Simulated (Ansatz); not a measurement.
# Au(100) / 3 layers Ir(100) / Au(100): resistance against film thickness, part 2 of 2

Aim: what a thin film of another metal adds to the resistance, first Au(100) / 3 layers Ir(100) / Au(100).

Ansatz 0.2.0; Ansatz plane-wave DFT, PBE, PAW files; ballistic transport by layer matching (Landauer), zero bias.

So far, step of the lead's potential (meV): step 2 (with 3 layers) 15.3.

**4. With 6 layers, k-mesh 13×13×1, film layers 6**

The stack now holds 6 film layers; the k-mesh follows the cell, and the energies span -0.27 to 0.27 eV.

System of this step: Au(100) / 6 layers Ir(100) / Au(100). The cell holds 14 atoms: 8 Au and 6 Ir. Cell: a = 2.884 Å, b = 2.884 Å, c = 26.522 Å, α = 90.0°, β = 90.0°, γ = 90.0°. It derives from Au and Ir. Regions: lead, 8 atoms (8 Au); films, 6 atoms (6 Ir). The structure is stacked along c, and the current runs across the ab planes.

The input, input.yaml:

```yaml
crystal:
  lattice:
    - [2.8837582304, 0.0, 0.0]
    - [0.0, 2.8837582304, 0.0]
    - [0.0, 0.0, 26.5215402785]
  atoms:
    - { symbol: Au, position: [0.0, 0.0, 0.0384428087] }
    - { symbol: Au, position: [0.5, 0.5, 0.1153284262] }
    - { symbol: Au, position: [0.0, 0.0, 0.1922140436] }
    - { symbol: Au, position: [0.5, 0.5, 0.2690996611] }
    - { symbol: Ir, position: [0.0, 0.0, 0.3396187248] }
    - { symbol: Ir, position: [0.5, 0.5, 0.4037712349] }
    - { symbol: Ir, position: [0.0, 0.0, 0.467923745] }
    - { symbol: Ir, position: [0.5, 0.5, 0.532076255] }
    - { symbol: Ir, position: [0.0, 0.0, 0.5962287651] }
    - { symbol: Ir, position: [0.5, 0.5, 0.6603812752] }
    - { symbol: Au, position: [0.0, 0.0, 0.7309003389] }
    - { symbol: Au, position: [0.5, 0.5, 0.8077859564] }
    - { symbol: Au, position: [0.0, 0.0, 0.8846715738] }
    - { symbol: Au, position: [0.5, 0.5, 0.9615571913] }
kpoints:
  mp_grid: { grid: [13, 13, 1] }
hamiltonian:
  xc: pbe
scf:
  occupations: { method: fermi_dirac, width: 0.1 }
output:
  transmission:
    leads: [[0, 1]]
    kmesh: [26, 26]
    e_range: [-0.27, 0.27]
    de: 0.036
  write_potential: true
  write_density: true
  volumetric_format: npy
```

Started as:

```bash
ansatz run input.yaml --threads 4 --pin off --max-ram 8192MiB --backend cpu --events-out ev --progress --plain --runs-dir out
```

Numbers of over 12 decimals in the logs are rounded to 6 here.

Output:

```text
[...]
Crystal: 14 atoms, lattice volume = 220.555 Å³
Basis set: ecut = 420 eV, 4293 PW (Γ)
Bands: 153, of which v1, the nominal top of the filled ones, is band 127 counted from 1 (126 counted from 0)
Symmetry: 16 space group operations
[...]
k-points: 28 of 169
[...]
--- Transmission ---
  basis      : 69 plane waves across, 43 finite elements along
  points     : 105, standing for a mesh of 26 x 26
[...]
filled         : 30.3 meV over the level at which it is neutral
    channels       : 9.423077e-1 a spin
[...]
slowest decay  : 0.0264 /Å at (0.5000, 0.2308)
  junction   : crystal 0 to crystal 0, 0.70 to 25.18 Å
    transmission   : 4.985963e-1 a spin
[...]
resistance     : 1.0642e-3 Ω µm² beyond half of each lead's own
[key lines of the parts left out:]
SCF converged after 11 iterations
Free energy (F): -176804.127991 eV
Fermi energy:    22.679222 eV
```

Wall time 74 s (4 threads of Arm Neoverse V2, shared host); peak memory 1.3 GiB; 4.6 min of CPU time.

This step gave:

```yaml
free_energy: -176804.1280 eV
energy_at_zero_smearing: -176803.9774 eV
fermi_energy: 22.68 eV
step_of_the_lead_s_potential: 9.8 meV
estimated_errors_of_the_lead_s_conductance: 0, 5, 0.5 % (band edges, k-mesh, distance from neutral)
lead_conductance_per_cell: 0.9478 G₀
conductance_of_the_junction: 4.55e14 S/m²
junction_conductance_per_cell: 0.4886 G₀
estimated_errors_of_the_junction_s_conductance: 0.7, 0, 9.8, 9.6, 1.9 % (energy step, band edges, k-mesh, leads' steps, distance from neutral)
area_resistance_that_the_stack_adds_contact_term_taken_off_spin_by_spin: 1.064 fΩ m²
```

Per spin. Table of transmission, zone mean by energy, zero at the Fermi level:

```tsv
energy (eV)	transmission, zone mean
-0.270	0.464
-0.234	0.462
-0.198	0.535
-0.162	0.540
-0.126	0.505
-0.090	0.479
-0.054	0.475
-0.018	0.449
0.018	0.499
0.054	0.525
0.090	0.569
0.126	0.566
0.162	0.565
0.198	0.577
0.234	0.606
0.270	0.598
```

The conductance of the junction is 4.6e14 S/m², 15 % under the 5.4e14 S/m² of the last finished run, no more than the error estimates, leads' steps apart, of 11 and 9.8 % together.

**5. With 8 layers, k-mesh 13×13×1, film layers 8**

The stack now holds 8 film layers; the k-mesh follows the cell, and the energies span -0.27 to 0.27 eV.

System of this step: Au(100) / 8 layers Ir(100) / Au(100). The cell holds 16 atoms: 8 Au and 8 Ir. Its edges and angles: a = 2.884 Å, b = 2.884 Å, c = 29.924 Å, α = 90.0°, β = 90.0°, γ = 90.0°. It derives from Au and Ir. Regions: lead, 8 atoms (8 Au); films, 8 atoms (8 Ir). The structure is stacked along c, and the current runs across the ab planes.

input.yaml, the sections that differ from step 4:

```yaml
crystal:
  lattice:
    - [2.8837582304, 0.0, 0.0]
    - [0.0, 2.8837582304, 0.0]
    - [0.0, 0.0, 29.924387038]
  atoms:
    - { symbol: Au, position: [0.0, 0.0, 0.034071291] }
    - { symbol: Au, position: [0.5, 0.5, 0.1022138731] }
    - { symbol: Au, position: [0.0, 0.0, 0.1703564552] }
    - { symbol: Au, position: [0.5, 0.5, 0.2384990373] }
    - { symbol: Ir, position: [0.0, 0.0, 0.3009990373] }
    - { symbol: Ir, position: [0.5, 0.5, 0.3578564552] }
    - { symbol: Ir, position: [0.0, 0.0, 0.4147138731] }
    - { symbol: Ir, position: [0.5, 0.5, 0.471571291] }
    - { symbol: Ir, position: [0.0, 0.0, 0.528428709] }
    - { symbol: Ir, position: [0.5, 0.5, 0.5852861269] }
    - { symbol: Ir, position: [0.0, 0.0, 0.6421435448] }
    - { symbol: Ir, position: [0.5, 0.5, 0.6990009627] }
    - { symbol: Au, position: [0.0, 0.0, 0.7615009627] }
    - { symbol: Au, position: [0.5, 0.5, 0.8296435448] }
    - { symbol: Au, position: [0.0, 0.0, 0.8977861269] }
    - { symbol: Au, position: [0.5, 0.5, 0.965928709] }
# kpoints, hamiltonian, scf, output: as in step 4
```

Output:

```text
[...]
Crystal: 16 atoms, lattice volume = 248.853 Å³
Basis set: ecut = 420 eV, 4833 PW (Γ)
Bands: 173, of which v1, the nominal top of the filled ones, is band 144 counted from 1 (143 counted from 0)
Symmetry: 16 space group operations
[...]
k-points: 28 of 169
[...]
--- Transmission ---
  basis      : 69 plane waves across, 51 finite elements along
  points     : 105, standing for a mesh of 26 x 26
[...]
filled         : 19.5 meV over the level at which it is neutral
    channels       : 9.423077e-1 a spin
[...]
slowest decay  : 0.0340 /Å at (0.4615, 0.4231)
  junction   : crystal 0 to crystal 0, 0.70 to 28.58 Å
    transmission   : 4.995059e-1 a spin
[...]
resistance     : 1.0312e-3 Ω µm² beyond half of each lead's own
[key lines of the parts left out:]
SCF converged after 11 iterations
Free energy (F): -200674.114807 eV
Fermi energy:    23.015263 eV
```

It took 92 s on 4 threads; peak memory 1.5 GiB; 5.4 min of CPU time.

Numbers from this step:

* free energy: -200674.1148 eV
* energy at zero smearing: -200673.9037 eV
* Fermi energy: 23.02 eV
* step of the lead's potential: 10.6 meV
* ballistic conductance of the lead: 8.81e14 S/m²
* estimated errors of the lead's conductance: 0, 5.1, 0.3 % (band edges, k-mesh, distance from neutral)
* lead conductance per cell: 0.9458 G₀
* conductance of the junction: 4.62e14 S/m²
* junction conductance per cell: 0.4955 G₀
* estimated errors of the junction's conductance: 0, 0, 13.9, 10.2, 1 % (energy step, band edges, k-mesh, leads' steps, distance from neutral)
* area resistance that the stack adds (contact term taken off, spin by spin): 1.031 fΩ m²

Per spin. Transmission, zone mean against energy, zero at the Fermi level:

```tsv
energy (eV)	transmission, zone mean
-0.270	0.455
-0.234	0.453
-0.198	0.435
-0.162	0.476
-0.126	0.484
-0.090	0.489
-0.054	0.490
-0.018	0.489
0.018	0.500
0.054	0.515
0.090	0.516
0.126	0.541
0.162	0.538
0.198	0.545
0.234	0.553
0.270	0.568
```

The conductance of the junction is 4.6e14 S/m², 1.4 % over the 4.6e14 S/m² of the last finished run, within the error estimates, leads' steps apart, of 9.8 and 14 %.

**6. With 10 layers, k-mesh 13×13×1, film layers 10**

The stack now holds 10 film layers; the k-mesh follows the cell, and the energies span -0.27 to 0.27 eV.

System of this step: Au(100) / 10 layers Ir(100) / Au(100). The cell holds 18 atoms: 8 Au and 10 Ir. Cell: a = 2.884 Å, b = 2.884 Å, c = 33.327 Å, α = 90.0°, β = 90.0°, γ = 90.0°. It derives from Au and Ir. Regions: lead, 8 atoms (8 Au); films, 10 atoms (10 Ir). The structure is stacked along c, and the current runs across the ab planes.

input.yaml, the sections that differ from step 5:

```yaml
crystal:
  lattice:
    - [2.8837582304, 0.0, 0.0]
    - [0.0, 2.8837582304, 0.0]
    - [0.0, 0.0, 33.3272337975]
  atoms:
    - { symbol: Au, position: [0.0, 0.0, 0.030592473] }
    - { symbol: Au, position: [0.5, 0.5, 0.091777419] }
    - { symbol: Au, position: [0.0, 0.0, 0.152962365] }
    - { symbol: Au, position: [0.5, 0.5, 0.214147311] }
    - { symbol: Ir, position: [0.0, 0.0, 0.2702658056] }
    - { symbol: Ir, position: [0.5, 0.5, 0.3213178488] }
    - { symbol: Ir, position: [0.0, 0.0, 0.372369892] }
    - { symbol: Ir, position: [0.5, 0.5, 0.4234219352] }
    - { symbol: Ir, position: [0.0, 0.0, 0.4744739784] }
    - { symbol: Ir, position: [0.5, 0.5, 0.5255260216] }
    - { symbol: Ir, position: [0.0, 0.0, 0.5765780648] }
    - { symbol: Ir, position: [0.5, 0.5, 0.627630108] }
    - { symbol: Ir, position: [0.0, 0.0, 0.6786821512] }
    - { symbol: Ir, position: [0.5, 0.5, 0.7297341944] }
    - { symbol: Au, position: [0.0, 0.0, 0.785852689] }
    - { symbol: Au, position: [0.5, 0.5, 0.847037635] }
    - { symbol: Au, position: [0.0, 0.0, 0.908222581] }
    - { symbol: Au, position: [0.5, 0.5, 0.969407527] }
# kpoints, hamiltonian, scf, output: as in step 5
```

Output:

```text
[...]
Crystal: 18 atoms, lattice volume = 277.151 Å³
Basis set: ecut = 420 eV, 5395 PW (Γ)
Bands: 194, of which v1, the nominal top of the filled ones, is band 161 counted from 1 (160 counted from 0)
Symmetry: 16 space group operations
[...]
k-points: 28 of 169
[...]
--- Transmission ---
  basis      : 69 plane waves across, 58 finite elements along
  points     : 105, standing for a mesh of 26 x 26
[...]
filled         : 27.0 meV over the level at which it is neutral
    channels       : 9.423077e-1 a spin
[...]
slowest decay  : 0.0293 /Å at (0.4615, 0.4231)
  junction   : crystal 0 to crystal 0, 0.70 to 31.99 Å
    transmission   : 5.324153e-1 a spin
[...]
resistance     : 9.2118e-4 Ω µm² beyond half of each lead's own
[key lines of the parts left out:]
SCF converged after 11 iterations
Free energy (F): -224544.136838 eV
Fermi energy:    23.296215 eV
```

The job ended after 1.8 min (4 threads; peak memory 1.8 GiB; 6.4 min of CPU time).

Numbers from this step:

```
free energy                                                                : -224544.1368 eV
energy at zero smearing                                                    : -224543.8935 eV
Fermi energy                                                               : 23.30 eV
step of the lead's potential                                               : 9.9 meV
ballistic conductance of the lead                                          : 8.82e14 S/m²
estimated errors of the lead's conductance                                 : 0, 5, 0.4 % (band edges, k-mesh, distance from neutral)
lead conductance per cell                                                  : 0.9471 G₀
conductance of the junction                                                : 4.87e14 S/m²
junction conductance per cell                                              : 0.5224 G₀
estimated errors of the junction's conductance                             : 0.4, 0, 12.1, 14.6, 3 % (energy step, band edges, k-mesh, leads' steps, distance from neutral)
area resistance that the stack adds (contact term taken off, spin by spin) : 0.9212 fΩ m²
```

Per spin. Transmission, zone mean against energy, zero at the Fermi level:

```tsv
energy (eV)	transmission, zone mean
-0.270	0.449
-0.234	0.480
-0.198	0.510
-0.162	0.529
-0.126	0.493
-0.090	0.490
-0.054	0.508
-0.018	0.495
0.018	0.532
0.054	0.556
0.090	0.582
0.126	0.618
0.162	0.593
0.198	0.612
0.234	0.570
0.270	0.624
```

The conductance of the junction is 4.9e14 S/m², 5.4 % over the 4.6e14 S/m² of the last finished run, within the error estimates, leads' steps apart, of 14 and 12 %. The estimate from the leads' steps, 15 %, is larger still.

**7. Cost and result by level**

Times are for 4 threads of Arm Neoverse V2, shared host. Results by setting:

```tsv
no.	film layers	area resistance that the stack adds (contact term taken off, spin by spin) (fΩ m²)	conductance of the junction (S/m²)	time	memory (GiB)
1	3	0.5287	6.01e14	4.2 min	1.6
2	5	0.7276	5.37e14	2.1 min	1.4
3	6	1.064	4.55e14	74 s	1.3
4	8	1.031	4.62e14	92 s	1.5
5	10	0.9212	4.87e14	1.8 min	1.8
```

**8. With 5 layers**

The same run once more with an input made wrong on purpose.

This step: Ansatz plane-wave DFT, PBE, PAW files; ballistic transport by layer matching (Landauer), zero bias; changed: output.transmission.e_range = [1, -1], scf.max_iter = 60 (Ansatz 0.2.0).

System of this step: Au(100) / 5 layers Ir(100) / Au(100). The cell holds 13 atoms: 8 Au and 5 Ir. Its edges and angles: a = 2.884 Å, b = 2.884 Å, c = 24.904 Å, α = 86.7°, β = 86.7°, γ = 90.0°. It derives from Au and Ir. Regions: lead, 8 atoms (8 Au); films, 5 atoms (5 Ir). The structure is stacked along c, and the current runs across the ab planes.

The input, input.yaml:

```yaml
crystal:
  lattice:
    - [2.8837582304, 0.0, 0.0]
    - [0.0, 2.8837582304, 0.0]
    - [1.4418791152, 1.4418791152, 24.8201168988]
  atoms:
    - { symbol: Au, position: [0.979460965, 0.979460965, 0.04107807] }
    - { symbol: Au, position: [0.438382895, 0.438382895, 0.1232342101] }
    - { symbol: Au, position: [0.8973048249, 0.8973048249, 0.2053903501] }
    - { symbol: Au, position: [0.3562267549, 0.3562267549, 0.2875464902] }
    - { symbol: Ir, position: [0.8185501759, 0.8185501759, 0.3628996482] }
    - { symbol: Ir, position: [0.284275088, 0.284275088, 0.4314498241] }
    - { symbol: Ir, position: [0.75, 0.75, 0.5] }
    - { symbol: Ir, position: [0.215724912, 0.215724912, 0.5685501759] }
    - { symbol: Ir, position: [0.6814498241, 0.6814498241, 0.6371003518] }
    - { symbol: Au, position: [0.1437732451, 0.1437732451, 0.7124535098] }
    - { symbol: Au, position: [0.6026951751, 0.6026951751, 0.7946096499] }
    - { symbol: Au, position: [0.061617105, 0.061617105, 0.8767657899] }
    - { symbol: Au, position: [0.520539035, 0.520539035, 0.95892193] }
kpoints:
  mp_grid: { grid: [13, 13, 1] }
hamiltonian:
  xc: pbe
scf:
  occupations: { method: fermi_dirac, width: 0.1 }
  max_iter: 60
output:
  transmission: { leads: [[0, 1]], kmesh: [26, 26], e_range: [1, -1], de: 0.036 }
  write_potential: true
  write_density: true
  volumetric_format: npy
```

Output:

```text
Error: invalid value for `output.transmission.e_range`: [1, -1] eV must be finite with min < max
```

The job ended after 0.05 s (4 threads; peak memory 0.08 GiB).

The program refused the input before any cycle.

The program's message: “Error: invalid value for `output.transmission.e_range`: [1, -1] eV must be finite with min < max”

The change that led to it: output.transmission.e_range = [1, -1].

**9. Results**

```
area resistance, 3 layers  : 0.529 fΩ m²
area resistance, 5 layers  : 0.728 fΩ m²
area resistance, 6 layers  : 1.06 fΩ m²
area resistance, 8 layers  : 1.03 fΩ m²
area resistance, 10 layers : 0.921 fΩ m²
```

**Reading.** The stack adds 0.53 fΩ m² with 3 layers and 0.92 fΩ m² with 10. Between 5 and 10 layers it doesn't move one way: it lies between 0.728 (at 5) and 1.06 fΩ m² (at 6), and 0 of the steps exceed the two runs' error estimates together. Atoms sit on ideal sites and aren't relaxed. Spin-orbit coupling is left out, which matters for Au and Ir. The program's error estimates for the conductances, leads' steps apart, run from 7.4 to 14 %. Ir(100) is stretched by 6.2 % in plane to fit Au(100), at its own atomic volume.

[Logs are printed without paths, hosts, clocks, repeated set-up lines and the standing remarks that a program may print on its own settings, such as how far it seeks lower states.]

[Hosts, paths, dates, database ids (printed as entryN), source tags and the programs' standing remarks are cut or masked in the printed files.]
